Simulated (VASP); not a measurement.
# La (Im-3m) in VASP: notebook

One crystal, La, is run at these levels: PBE; tasks: single point.

Everything below comes from runs of VASP 6.6.1. Logs are shortened: lines on timing, memory, paths and dates and some standing lists are left out, and cuts for length are marked.

## Step 1: The crystal as given

It takes space group Im-3m (No. 229, cubic). Conventional cell: a = 4.730 Å, b = 4.730 Å, c = 4.730 Å, α = 90.00°, β = 90.00°, γ = 90.00°. La (site symmetry m-3m) is surrounded by 8 La at 4.10 Å.

The cell was built by a generator and needn't be a form met in nature.

## Step 2: Single point, PBE

INCAR

```
PREC = Accurate
ENCUT = 520
EDIFF = 1E-6
ISMEAR = -1
SIGMA = 0.1
LREAL = False
LASPH = True
NELM = 80
ALGO = Normal
ISIF = 2
LWAVE = False
LCHARG = True
GGA = PE
LELF = True
LVHAR = True
NBANDS = 12
```

KPOINTS

```
regular mesh
0
Gamma
  5 5 5
```

POSCAR

```
La
1.0
   -2.3648300000      2.3648300000      2.3648300000
    2.3648300000     -2.3648300000      2.3648300000
    2.3648300000      2.3648300000     -2.3648300000
La
1
Direct
    0.0000000000      0.0000000000      0.0000000000
```

Potentials or basis: VASP PAW PBE potentials, release 64 (La).

Command:

```
> cat potpaw_PBE.64/La/POTCAR > POTCAR
> mpirun -np 1 vasp_std > vasp.out
```

OUTCAR:

```text
PREC = Accurate
   ENCUT = 520
   EDIFF = 1E-6
   ISMEAR = -1
   LREAL = False
   LASPH = True
   NELM = 80
   ISIF = 2
   GGA = PE

 ion  position               nearest neighbor table
   1  0.000  0.000  0.000-

  LATTYP: Found a body centered cubic cell.
 ALAT       =     4.7296600000

  Lattice vectors:

 A1 = (  -2.3648300000,   2.3648300000,   2.3648300000)
 A2 = (   2.3648300000,  -2.3648300000,   2.3648300000)
 A3 = (   2.3648300000,   2.3648300000,  -2.3648300000)

Analysis of symmetry for initial positions (statically):
=====================================================================
 Subroutine PRICEL returns:
 Original cell was already a primitive cell.

 Routine SETGRP: Setting up the symmetry group for a
 body centered cubic supercell.

 Subroutine GETGRP returns: Found 48 space group operations
 (whereof 48 operations were pure point group operations)
 out of a pool of 48 trial point group operations.

The static configuration has the point symmetry O_h .

Analysis of symmetry for dynamics (positions and initial velocities):
=====================================================================
 Subroutine PRICEL returns:
 Original cell was already a primitive cell.

 Routine SETGRP: Setting up the symmetry group for a
 body centered cubic supercell.

 Subroutine GETGRP returns: Found 48 space group operations
 (whereof 48 operations were pure point group operations)
 out of a pool of 48 trial point group operations.

The dynamic configuration has the point symmetry O_h .

 Subroutine INISYM returns: Found 48 space group operations
 (whereof 48 operations are pure point group operations),
 and found     1 'primitive' translations

----------------------------------------------------------------------------------------

                                     Primitive cell

  volume of cell :      52.9005

  direct lattice vectors                    reciprocal lattice vectors
    -2.364830000  2.364830000  2.364830000     0.000000000  0.211431689  0.211431689
     2.364830000 -2.364830000  2.364830000     0.211431689  0.000000000  0.211431689
     2.364830000  2.364830000 -2.364830000     0.211431689  0.211431689  0.000000000

  length of vectors
     4.096005711  4.096005711  4.096005711     0.299009561  0.299009561  0.299009561

  position of ions in fractional coordinates (direct lattice)
     0.000000000  0.000000000  0.000000000

  ion indices of the primitive-cell ions
   primitive index   ion index
                 1           1

----------------------------------------------------------------------------------------

 KPOINTS: regular mesh

Automatic generation of k-mesh.
 Grid dimensions read from file:
 generate k-points for:    5    5    5

 Generating k-lattice:

  Cartesian coordinates                     Fractional coordinates (reciprocal lattice)
     0.000000000  0.042286338  0.042286338     0.200000000  0.000000000  0.000000000
     0.042286338  0.000000000  0.042286338     0.000000000  0.200000000  0.000000000
     0.042286338  0.042286338  0.000000000     0.000000000  0.000000000  0.200000000

  Length of vectors
     0.059801912  0.059801912  0.059801912

  Shift w.r.t. Gamma in fractional coordinates (k-lattice)
     0.000000000  0.000000000  0.000000000

 Subroutine IBZKPT returns following result:
 ===========================================

 Found     10 irreducible k-points:

 Following reciprocal coordinates:
            Coordinates               Weight
  0.000000  0.000000  0.000000      1.000000
  0.200000  0.000000  0.000000     12.000000
  0.400000  0.000000  0.000000     12.000000
  0.200000  0.200000  0.000000     24.000000
  0.400000  0.200000  0.000000     24.000000
  0.200000  0.200000  0.200000      8.000000
 -0.200000  0.200000  0.200000      6.000000
 -0.400000  0.400000  0.200000     24.000000
 -0.400000 -0.400000  0.200000      8.000000
 -0.400000  0.400000  0.400000      6.000000
   k-points           NKPTS =     10   k-points in BZ     NKDIM =     10   number of bands    NBANDS=     12
   number of dos      NEDOS =    301   number of ions     NIONS =      1
   total plane-waves  NPLWV =  27000
   dimension x,y,z NGX =    30 NGY =   30 NGZ =   30
   dimension x,y,z NGXF=    60 NGYF=   60 NGZF=   60
   ions per type =               1
   NGX,Y,Z   is equivalent  to a cutoff of  12.18, 12.18, 12.18 a.u.
   NGXF,Y,Z  is equivalent  to a cutoff of  24.35, 24.35, 24.35 a.u.
 SYSTEM =  unknown system
   PREC   = accura    normal or accurate (medium, high low for compatibility)
   ISTART =      0    job   : 0-new  1-cont  2-samecut
   ICHARG =      2    charge: 1-file 2-atom 10-const
   ISPIN  =      1    spin polarized calculation?
   LNONCOLLINEAR =      F non collinear calculations
   LSORBIT =      F    spin-orbit coupling
   LASPH  =      T    aspherical Exc in radial PAW
   ENCUT  =  520.0 eV  38.22 Ry    6.18 a.u.   7.62  7.62  7.62*2*pi/ulx,y,z
   NELM   =     80;   NELMIN=  2; NELMDL= -5     # of ELM steps
   EDIFF  = 0.1E-05   stopping-criterion for ELM
   LREAL  =      F    real-space projection
[... 7 lines left out ...]
   TEBEG  =    0.0;   TEEND  =   0.0 temperature during run
   PSTRESS=    0.0 pullay stress
   NELECT =      11.0000    total number of electrons
   NUPDOWN=      -1.0000    fix difference up-down
   EMIN   =  10.00;   EMAX   =-10.00  energy-range for DOS
   EFERMI =   0.00;   METHOD = LEGACY
   ISMEAR =    -1;   SIGMA  =   0.10  broadening in eV -4-tet -1-fermi 0-gaus
   EFERMI_NEDOS =   21; number of points for ismear=-14 and -15
   IALGO  =     38    algorithm
   IMIX   =      4    mixing-type and parameters
     AMIX     =   0.40;   BMIX     =  1.00
     AMIX_MAG =   1.60;   BMIX_MAG =  1.00
  volume/ion in A,a.u.               =      52.90       356.99
  Fermi-wavevector in a.u.,A,eV,Ry     =   0.969883  1.832812 12.798621  0.940672
  Thomas-Fermi vector in A             =   2.099972
   LORBIT       =      0    0 simple, 1 ext, 2 COOP (PROOUT), +10 PAW based schemes
   GGA     = PE    functional components
   LHFCALC =     F    Hartree Fock is set to
   AEXX    =    0.0000 exact exchange contribution
   IVDW    =     0    specifies the selected vdW correction
   LEPSILON=     F    determine dielectric tensor
   LRPA    =     F    only Hartree local field effects (RPA)
 non-spin polarized calculation
  energy-cutoff  :      520.00
  volume of cell :       52.90
 maximum number of plane-waves:      1436
   NGX = 15   NGY = 15   NGZ = 15

 number of electron      11.0000001 magnetization

 Free energy of the ion-electron system (eV)
  ---------------------------------------------------
  ext. energy  EPLUGINS =         0.00000000
  ---------------------------------------------------
  free energy    TOTEN  =        -4.48784281 eV

  energy without entropy =       -4.36339422  energy(sigma->0) =       -4.42561852

 E-fermi :   4.9710     XC(G=0):  -8.2323

 val. band max:        4.9231697311   @ k =   0.2000   0.2000   0.2000
 cond. band min:       4.9971400127   @ k =   0.4000   0.2000   0.0000
 fundamental gap:      0.0739702816
 Fermi energy:         4.9709757730

 k-point     1 :       0.0000    0.0000    0.0000
  band No.  band energies     occupation
      1     -28.5960      2.00000
      2     -11.9826      2.00000
      3     -11.9826      2.00000
      4     -11.9826      2.00000
      5       1.8497      2.00000
      6       5.9175      0.00015
      7       5.9175      0.00015
      8       5.9175      0.00015
      9       6.0981      0.00003
     10       6.0981      0.00003
     11       6.0990      0.00003
     12       6.2535      0.00001

 k-point     2 :       0.2000    0.0000    0.0000
  band No.  band energies     occupation
      1     -28.5801      2.00000
      2     -12.1452      2.00000
      3     -12.0351      2.00000
      4     -11.9831      2.00000
      5       2.5888      2.00000
      6       5.4964      0.01039
      7       5.5245      0.00786
      8       5.9140      0.00016
      9       6.0457      0.00004
     10       6.1189      0.00002
     11       6.1708      0.00001
     12       6.2224      0.00001

 k-point     3 :       0.4000    0.0000    0.0000
  band No.  band energies     occupation
      1     -28.5540      2.00000
      2     -12.3940      2.00000
      3     -12.1181      2.00000
      4     -11.9839      2.00000
      5       3.5606      2.00000
      6       5.0707      0.53894
      7       5.6155      0.00317
      8       5.9159      0.00016
      9       6.0455      0.00004
     10       6.1114      0.00002
     11       6.1919      0.00001
     12       6.2312      0.00001
[... 76 lines left out ...]
 k-point     9 :      -0.4000   -0.4000    0.2000
  band No.  band energies     occupation
      1     -28.5308      2.00000
      2     -12.3135      2.00000
      3     -12.3135      2.00000
      4     -12.1251      2.00000
      5       4.5346      1.97485
      6       4.5346      1.97485
      7       5.2799      0.08713
      8       5.9798      0.00008
      9       6.0343      0.00005
     10       6.0343      0.00005
     11       6.2616      0.00000
     12       6.2625      0.00000

 k-point    10 :      -0.4000    0.4000    0.4000
  band No.  band energies     occupation
      1     -28.5214      2.00000
      2     -12.2995      2.00000
      3     -12.2714      2.00000
      4     -12.2714      2.00000
      5       4.0940      1.99969
      6       4.1467      1.99947
      7       5.9571      0.00010
      8       5.9794      0.00008
      9       5.9863      0.00008
     10       5.9863      0.00008
     11       6.2632      0.00000
     12       6.2759      0.00000

------------------------ aborting loop because EDIFF is reached ----------------------------------------

  FORCE on cell =-STRESS in cart. coord.  units (eV):
  Direction    XX          YY          ZZ          XY          YZ          ZX
  --------------------------------------------------------------------------------------
  -------------------------------------------------------------------------------------
  Total       -1.6737903     -1.6737903     -1.6737903      0.0000000      0.0000000     -0.0000000
  in kB      -50.6934499    -50.6934499    -50.6934499      0.0000000      0.0000000     -0.0000000
  external PRESSURE =     -50.6934499 kB  Pullay stress =       0.0000000 kB

 VOLUME and BASIS-vectors are now :
 -----------------------------------------------------------------------------
  energy-cutoff  :      520.00
  volume of cell :       52.90
      direct lattice vectors                 reciprocal lattice vectors
    -2.364830000  2.364830000  2.364830000     0.000000000  0.211431689  0.211431689
     2.364830000 -2.364830000  2.364830000     0.211431689  0.000000000  0.211431689
     2.364830000  2.364830000 -2.364830000     0.211431689  0.211431689  0.000000000

 POSITION                                       TOTAL-FORCE (eV/Angst)
 -----------------------------------------------------------------------------------
      0.00000      0.00000      0.00000         0.000000      0.000000     -0.000000
 -----------------------------------------------------------------------------------
    total drift:                                0.000000     -0.000000      0.000000

  FREE ENERGIE OF THE ION-ELECTRON SYSTEM (eV)
  ---------------------------------------------------
  free  energy   TOTEN  =        -4.4878428112 eV

  energy  without entropy=       -4.3633942216  energy(sigma->0) =       -4.42561852
```

Wall time 11 s (1 thread of Intel Xeon Platinum 8375C at 2.90GHz (Ice Lake), shared host); peak memory 0.17 GiB.

What came out:

```yaml
Free_energy: -4.4878 eV
Pressure: -5.1 GPa
Band_gap_on_the_k_mesh: none (metal or under the smearing width)
```

Levels at points of the mesh, in eV from the Fermi level:
```csv
k point,band 1,band 2,band 3,band 4,band 5,band 6,band 7,band 8,band 9,band 10
"(0.00, 0.00, 0.00)",-33.57,-16.95,-16.95,-16.95,-3.12,0.95,0.95,0.95,1.13,1.13
```

Caveat: the k mesh is coarse (spacing up to 0.38 Å⁻¹), so the values aren't converged.

## Step 3: Single point, PBE

INCAR

```
  ALGO = Normal
  EDIFF = 1E-6
  ENCUT = 520
  GGA = PE
  ISIF = 2
  ISMEAR = -1
  LASPH = True
  LCHARG = True
  LELF = True
  LREAL = False
  LVHAR = True
  LWAVE = False
  NBANDS = 12
  NELM = 60
  PREC = Accurate
  SIGMA = 0.1
```

KPOINTS

```
k-points
0
Gamma
  5 5 5
```

POSCAR is that of step 2.

Potentials or basis: VASP PAW PBE potentials, release 64 (La).

Command:

```
> cat potpaw_PBE.64/La/POTCAR > POTCAR
> mpirun -np 1 vasp_std > vasp.out
```

OUTCAR:

```text
EDIFF = 1E-6
   ENCUT = 520
   GGA = PE
   ISIF = 2
   ISMEAR = -1
   LASPH = True
   LREAL = False
   NELM = 60
   PREC = Accurate

 ion  position               nearest neighbor table
   1  0.000  0.000  0.000-

  LATTYP: Found a body centered cubic cell.
 ALAT       =     4.7296600000

  Lattice vectors:

 A1 = (  -2.3648300000,   2.3648300000,   2.3648300000)
 A2 = (   2.3648300000,  -2.3648300000,   2.3648300000)
 A3 = (   2.3648300000,   2.3648300000,  -2.3648300000)
[... 311 lines left out ...]
     10       5.9863      0.00008
     11       6.2632      0.00000
     12       6.2759      0.00000

------------------------ aborting loop because EDIFF is reached ----------------------------------------

  FORCE on cell =-STRESS in cart. coord.  units (eV):
  Direction    XX          YY          ZZ          XY          YZ          ZX
  --------------------------------------------------------------------------------------
  -------------------------------------------------------------------------------------
  Total       -1.6737903     -1.6737903     -1.6737903      0.0000000      0.0000000     -0.0000000
  in kB      -50.6934499    -50.6934499    -50.6934499      0.0000000      0.0000000     -0.0000000
  external PRESSURE =     -50.6934499 kB  Pullay stress =       0.0000000 kB

 VOLUME and BASIS-vectors are now :
 -----------------------------------------------------------------------------
  energy-cutoff  :      520.00
  volume of cell :       52.90
      direct lattice vectors                 reciprocal lattice vectors
    -2.364830000  2.364830000  2.364830000     0.000000000  0.211431689  0.211431689
     2.364830000 -2.364830000  2.364830000     0.211431689  0.000000000  0.211431689
     2.364830000  2.364830000 -2.364830000     0.211431689  0.211431689  0.000000000

 POSITION                                       TOTAL-FORCE (eV/Angst)
 -----------------------------------------------------------------------------------
      0.00000      0.00000      0.00000         0.000000      0.000000     -0.000000
 -----------------------------------------------------------------------------------
    total drift:                                0.000000     -0.000000      0.000000

  FREE ENERGIE OF THE ION-ELECTRON SYSTEM (eV)
  ---------------------------------------------------
  free  energy   TOTEN  =        -4.4878428112 eV

  energy  without entropy=       -4.3633942216  energy(sigma->0) =       -4.42561852
```

Run time: 11 s. Hardware: 1 thread of Intel Xeon Platinum 8375C at 2.90GHz (Ice Lake), shared host; peak memory 0.16 GiB.

Results:

```yaml
Free_energy: -4.4878 eV
Pressure: -5.1 GPa
Band_gap_on_the_k_mesh: none (metal or under the smearing width)
```

Caveat: the k mesh is coarse (spacing up to 0.38 Å⁻¹), so the values aren't converged. The run has no spin-orbit coupling, so splittings on La are missing.

[end of part 1 of 2]
